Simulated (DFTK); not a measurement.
# W (Im-3m) in DFTK: settings compared

Aim: see how the results for W move with the level of theory and the settings. Levels: r2SCAN, LDA. Tasks: band structure, equation of state.

Program: DFTK 0.8.2. These are calculated values, not measurements. Logs are shortened: lines on timing, memory, paths and dates and some standing lists are left out, and cuts for length are marked.

### Step 1. The crystal as given

It takes space group Im-3m (No. 229, cubic). The conventional cell has a = 3.165 Å, b = 3.165 Å, c = 3.165 Å, α = 90.00°, β = 90.00°, γ = 90.00°. W (site symmetry m-3m) has 8 W at 2.74 Å as nearest neighbours.

### Step 2. Band structure, r2SCAN

run.jl reads:

```julia
using DFTK
using PseudoPotentialData
using Unitful, UnitfulAtomic
using LinearAlgebra, Printf
include("save.jl")
disable_threading()

lines     = readlines("POSCAR")
lattice   = austrip(1u"Å") * parse(Float64, lines[2]) * hcat([parse.(Float64, split(l)) for l in lines[3:5]]...)
symbols   = vcat([fill(Symbol(s), parse(Int, n)) for (s, n) in zip(split(lines[6]), split(lines[7]))]...)
positions = [parse.(Float64, split(l)[1:3]) for l in lines[9:8+length(symbols)]]
pseudopotentials = PseudoFamily("cp2k.nc.sr.pbe.v0_1.largecore.gth")
elements = Dict(s => ElementPsp(s, pseudopotentials) for s in unique(symbols))
atoms    = [elements[s] for s in symbols]

build_model(lattice, positions; symmetries=true) =
    model_DFT(lattice, atoms, positions;
              functionals=r2SCAN(),
              temperature=austrip(0.05u"eV"),
              smearing=Smearing.FermiDirac(),
              symmetries)
Ecut  = 44.0  # hartree
kgrid = [12, 12, 12]
tol   = 1e-6
to_GPa = ustrip(uconvert(u"GPa", 1u"hartree/bohr^3"))

model = build_model(lattice, positions)
basis = PlaneWaveBasis(model; Ecut, kgrid)
display(basis)
scfres = self_consistent_field(basis;
                               tol,
                               nbandsalg=AdaptiveBands(model; n_bands_converge=8))
display(scfres.energies)
@printf "Fermi level: %.6f eV\n" ustrip(auconvert(u"eV", something(scfres.εF, NaN)))
forces = compute_forces_cart(scfres)
println("Forces (eV/Å)")
for (s, f) in zip(symbols, forces)
    @printf "%-3s %12.6f %12.6f %12.6f\n" s ustrip.(auconvert.(u"eV/Å", f))...
end
stress = compute_stresses_cart(scfres)
println("Stress (GPa)")
display(round.(stress * to_GPa; digits=4))
println("Levels at the first k-point (eV): ", round.(ustrip.(auconvert.(u"eV", scfres.eigenvalues[1][1:scfres.n_bands_converge])); digits=4))
save_scf!(scfres; forces, stress)

points = Dict("G" => [0.0, 0.0, 0.0], "H" => [0.5, -0.5, 0.5], "P" => [0.25, 0.25, 0.25], "N" => [0.0, 0.0, 0.5])
segments = [("G", "H", 10), ("H", "N", 7), ("N", "G", 7), ("G", "P", 8), ("P", "H", 8), ("P", "N", 5)]
kcoords = vcat([[points[a] + t * (points[b] - points[a]) for t in range(0, 1, n)] for (a, b, n) in segments]...)
bands = compute_bands(scfres, ExplicitKpoints(kcoords); n_bands=10, tol=1e-5)
for (k, ε) in zip(bands.basis.kpoints, bands.eigenvalues)
    @printf "%d %8.4f %8.4f %8.4f " k.spin k.coordinate...
    println(join([@sprintf("%9.4f", e) for e in ustrip.(auconvert.(u"eV", ε .- scfres.εF))]))
end
results["band_energies"] = rows(bands.eigenvalues); results["band_kpoints"] = rows(kcoords)
```

POSCAR reads:

```
W
1.0
   -1.5823450000      1.5823450000      1.5823450000
    1.5823450000     -1.5823450000      1.5823450000
    1.5823450000      1.5823450000     -1.5823450000
W
1
Direct
    0.0000000000      0.0000000000      0.0000000000
```

Potentials or basis: cp2k.nc.sr.pbe.v0_1.largecore.gth (PBE, GTH, large core).

On the command line:

```sh
julia --threads=1 run.jl  # save.jl only writes the numbers to a file and isn't shown; printed stress counts tension as positive; times include loading and compiling
```

Log:

```text
PlaneWaveBasis discretization:

    Ecut                 : 44.0 Ha
    fft_size             : (36, 36, 36), 46656 total points
    kgrid                : MonkhorstPack([12, 12, 12])
    num.   red. kpoints  : 1728
    num. irred. kpoints  : 72

    Discretized Model(mgga_x_r2scan+mgga_c_r2scan, 3D):
        lattice (in Bohr)    : [-2.9902   , 2.9902    , 2.9902    ]
                               [2.9902    , -2.9902   , 2.9902    ]
                               [2.9902    , 2.9902    , -2.9902   ]
        unit cell volume     : 106.94 Bohr³

        atoms                : W
        pseudopot. family    : PseudoFamily("cp2k.nc.sr.pbe.v0_1.largecore.gth")

        num. electrons       : 6
        spin polarization    : none
        temperature          : 0.0018375 Ha
        smearing             : DFTK.Smearing.FermiDirac()

        terms                : Kinetic()
                               AtomicLocal()
                               AtomicNonlocal()
                               Ewald(nothing)
                               PspCorrection()
                               Hartree()
                               Xc(mgga_x_r2scan, mgga_c_r2scan)
                               Entropy()
n     Energy            log10(ΔE)   log10(Δρ)   log10(Δτ)   Diag   Δtime
---   ---------------   ---------   ---------   ---------   ----   ------
  1   -7.551831459122                   -0.88       -0.07    4.9    13.8s
  2   -7.553954299303       -2.67       -1.28       -1.80    1.0    6.56s
┌ Warning: Exchange-correlation term: the kinetic energy density τ is smaller than the von Weizsäcker kinetic energy density τ_W somewhere. This can lead to unphysical results. This can be caused by pseudopotentials without a non-linear core correction for τ, a too small Ecut value or an unphysical initial guess for τ. This message is only logged once.
└ @ DFTK xc.jl:436
  3   -7.555368940765       -2.85       -1.77       -1.61    3.0    9.51s
  4   -7.555508080380       -3.86       -2.37       -2.43    1.2    6.54s
  5   -7.555521133547       -4.88       -2.83       -2.94    2.1    8.42s
  6   -7.555522160001       -5.99       -3.42       -3.53    1.9    7.49s
  7   -7.555522245635       -7.07       -3.99       -4.00    2.3    8.63s
  8   -7.555522250365       -8.33       -4.69       -4.70    2.3    8.06s
  9   -7.555522250645       -9.55       -5.24       -5.45    2.3    8.36s
 10   -7.555522250662      -10.77       -6.13       -5.91    2.2    8.17s
Energy breakdown (in Ha):
    Kinetic             5.9584713
    AtomicLocal         0.0156636
    AtomicNonlocal      -5.3005855
    Ewald               -10.9534865
    PspCorrection       4.6076059
    Hartree             0.0503928
    Xc                  -1.9334787
    Entropy             -0.0001052

    total               -7.555522250662
Fermi level: -4.701520 eV
Forces (eV/Å)
W       0.000000    -0.000000    -0.000000
Stress (GPa)
3×3 StaticArraysCore.SMatrix{3, 3, Float64, 9} with indices SOneTo(3)×SOneTo(3):
 -24.3084   -0.0      -0.0
  -0.0     -24.3084    0.0
  -0.0       0.0     -24.3084
Levels at the first k-point (eV): [-15.5886, -5.9951, -5.9951, -5.9951, -1.1225, -1.1225, 13.4854, 13.4854]
1   0.0000   0.0000   0.0000  -10.8870  -1.2936  -1.2936  -1.2936   3.5790   3.5790  18.1869  18.1869  18.1869  28.6716
1   0.0556  -0.0556   0.0556  -10.5857  -1.3231  -1.3231  -1.1355   3.0633   3.7634  18.7319  18.7319  18.7625  25.4127
1   0.1111  -0.1111   0.1111   -9.7174  -1.3530  -1.3530  -0.6684   1.7780   4.2483  20.1703  20.2598  20.2598  21.4328
1   0.1667  -0.1667   0.1667   -8.3945  -1.2511  -1.2511   0.0855   0.1773   4.7774  18.1479  21.8452  22.2510  22.2510
1   0.2222  -0.2222   0.2222   -6.8309  -1.4246  -0.8850  -0.8850   1.0839   4.8744  16.4098  21.7223  21.7223  23.4296
1   0.2778  -0.2778   0.2778   -5.4168  -2.8569  -0.1618  -0.1618   2.2571   4.4606  16.6131  19.0111  19.0111  24.8073
[... 37 lines left out ...]
1   0.0625   0.0625   0.4375   -6.3427  -3.8583  -0.5983   3.3332   4.6473   7.6455  11.1690  13.9915  17.1827  27.4699
1   0.0000   0.0000   0.5000   -6.7196  -3.8048  -0.0658   3.1401   4.6181   6.8879  11.9113  13.6156  17.5971  27.0624
```

Wall time 2.8 min (1 thread of Intel Xeon Platinum 8488C (Sapphire Rapids), shared host); peak memory 1.8 GiB.

What came out:

| Quantity | Value |
| --- | --- |
| Free energy | -205.5962 eV |
| Pressure | 24.3 GPa |
| Band gap on the k mesh | none (metal or under the smearing width) |

Levels at the corners of the path, in eV from the Fermi level:
| point | band 1 | band 2 | band 3 | band 4 | band 5 | band 6 | band 7 | band 8 |
| --- | --- | --- | --- | --- | --- | --- | --- | --- |
| Γ | -10.89 | -1.29 | -1.29 | -1.29 | 3.58 | 3.58 | 18.19 | 18.19 |
| H | -5.60 | -5.60 | 5.77 | 5.77 | 5.77 | 8.34 | 8.34 | 8.34 |
| N | -6.72 | -3.80 | -0.07 | 3.14 | 4.62 | 6.89 | 11.91 | 13.62 |
| Γ | -10.89 | -1.29 | -1.29 | -1.29 | 3.58 | 3.58 | 18.19 | 18.19 |
| P | -3.47 | -3.47 | -3.47 | 4.82 | 4.82 | 6.99 | 13.38 | 13.38 |
| H | -5.60 | -5.60 | 5.77 | 5.77 | 5.77 | 8.34 | 8.34 | 8.34 |
| P | -3.47 | -3.47 | -3.47 | 4.82 | 4.82 | 6.99 | 13.38 | 13.38 |
| N | -6.72 | -3.80 | -0.07 | 3.14 | 4.62 | 6.89 | 11.91 | 13.62 |

Caveat: GTH potentials come without recommended cutoffs, and this one wasn't checked for convergence; the program warned that the kinetic-energy density falls under its von Weizsäcker bound, which can give unphysical results; so large a pressure means that the cell lies far from this level's equilibrium, or that cutoff or potentials fall short; the potentials were made for another functional, which shifts forces and pressure; spin-orbit coupling is left out, which moves the levels of the heavy elements; this set keeps more shells in the core, which shifts pressures and gaps.

### Step 3. Equation of state, LDA

run.jl reads:

```julia
using DFTK
using PseudoPotentialData
using Unitful, UnitfulAtomic
using LinearAlgebra, Printf
include("save.jl")
disable_threading()

lines     = readlines("W.xyz")
cell_ang  = reshape(parse.(Float64, split(match(r"Lattice=\"([^\"]+)\"", lines[2])[1])), 3, 3)
lattice   = austrip(1u"Å") * cell_ang
symbols   = [Symbol(split(l)[1]) for l in lines[3:end]]
positions = [round.(cell_ang \ parse.(Float64, split(l)[2:4]); digits=9) for l in lines[3:end]]
pseudopotentials = PseudoFamily("cp2k.nc.sr.lda.v0_1.semicore.gth")
elements = Dict(s => ElementPsp(s, pseudopotentials) for s in unique(symbols))
atoms    = [elements[s] for s in symbols]

build_model(lattice, positions; symmetries=true) =
    model_DFT(lattice, atoms, positions;
              functionals=LDA(),
              temperature=austrip(0.05u"eV"),
              smearing=Smearing.FermiDirac(),
              symmetries)
Ecut  = 52.0  # hartree
kgrid = [9, 9, 9]
tol   = 1e-6
to_GPa = ustrip(uconvert(u"GPa", 1u"hartree/bohr^3"))

results["points"] = []
for scale in [0.94, 0.96, 0.98, 1.0, 1.02, 1.04, 1.06]
    println("\n=== scale = ", scale)
    model = build_model(cbrt(scale) * lattice, positions)
    basis = PlaneWaveBasis(model; Ecut, kgrid)
    t0 = time()
    scfres = self_consistent_field(basis;
                                   tol,
                                   nbandsalg=AdaptiveBands(model; n_bands_converge=12))
    seconds = time() - t0
    @printf "SCF: %d iterations, %.1f s\n" scfres.n_iter seconds
    forces = compute_forces_cart(scfres)
    stress = compute_stresses_cart(scfres)
    @printf "V = %.5f Å^3  F = %.8f Ha  max force = %.5f eV/Å  p = %.4f GPa\n" ustrip(auconvert(u"Å^3", model.unit_cell_volume)) scfres.energies.total ustrip(auconvert(u"eV/Å", maximum(norm, forces))) (-tr(stress) / 3 * to_GPa)
    push!(results["points"], save_scf!(scfres; forces, stress, d=Dict{String,Any}("seconds" => seconds, "n_matvec" => get(scfres, :n_matvec, 0))))
end

# third-order Birch-Murnaghan fit in x = V^(-2/3)
V = [0.94, 0.96, 0.98, 1.0, 1.02, 1.04, 1.06] * abs(det(lattice))
E = [p["total"] for p in results["points"]]
x = V .^ (-2 / 3)
c = [x .^ 0 x x .^ 2 x .^ 3] \ E
Δ = c[3]^2 - 3c[2] * c[4]
if Δ > 0
    x0 = (-c[3] + sqrt(Δ)) / 3c[4]
    B0 = 4 / 9 * x0^(7 / 2) * (2c[3] + 6c[4] * x0)
    @printf "V0 = %.4f Å^3  B0 = %.2f GPa\n" ustrip(auconvert(u"Å^3", x0^(-3 / 2))) B0 * to_GPa
end
```

W.xyz reads:

```xyz
1
Lattice="-1.5823450000 1.5823450000 1.5823450000 1.5823450000 -1.5823450000 1.5823450000 1.5823450000 1.5823450000 -1.5823450000" Properties=species:S:1:pos:R:3 pbc="T T T"
W      0.0000000000      0.0000000000      0.0000000000
```

Potentials or basis: cp2k.nc.sr.lda.v0_1.semicore.gth (LDA, GTH).

On the command line:

```sh
julia --threads=1 run.jl  # save.jl only writes the numbers to a file and isn't shown; printed stress counts tension as positive; times include loading and compiling
```

It took 4.7 min on 1 thread of Intel Xeon Platinum 8488C (Sapphire Rapids), shared host; peak memory 1.7 GiB.

It converged, with:

```yaml
Equilibrium_volume: 15.46 Å³/atom
Bulk_modulus: 338 GPa
Pressure_derivative_of_the_bulk_modulus: 4.4
```

Energy against volume, from the lowest point:
```
volume (Å³/atom)  energy (meV/atom)
          14.897              22.97
          15.214               4.03
          15.531               0.00
          15.848               9.41
          16.165              30.83
          16.482              63.00
          16.798             104.74
```

Caveat: GTH potentials come without recommended cutoffs, and this one wasn't checked for convergence. Zero-point motion and thermal expansion aren't in these numbers.
